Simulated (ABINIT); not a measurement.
Here is an ABINIT 10.8.3 (patched build) calculation.

The input run.abi:

```
# Pseudopotentials
pp_dirpath "./"
pseudos "C.upf"

# Structure
acell 3*1.0
rprim
     0.0000000000     3.3700808789     3.3700808789
     3.3700808789     0.0000000000     3.3700808789
     3.3700808789     3.3700808789     0.0000000000
ntypat 1
znucl 6
natom 2
typat 1 1
xred
     0.7500000000     0.7500000000     0.7500000000
     0.5000000000     0.5000000000     0.5000000000

# Plane-wave basis
ecut 31.0

# k points
kptopt 1
ngkpt 10 10 10
nshiftk 1
shiftk 0.0 0.0 0.0

# Exchange and correlation
ixc 11

# Bands and occupations
nband 8
occopt 3
tsmear 0.05 eV

# SCF cycle
nstep 100
tolvrs 1.0e-10

# Output
iomode 3
prtwf 0
prtden 0
prteig 0
prtebands 0
enunit 1
```

Potentials or basis: PseudoDojo NC SR PBE v0.4.1 standard.

Launch:

```sh
$ mpirun --bind-to none -np 4 abinit run.abi > log 2>&1
```

Predict the band gap on the k mesh.

4.22 eV, indirect (least direct gap 5.63 eV).

 A k mesh can miss the band edges.
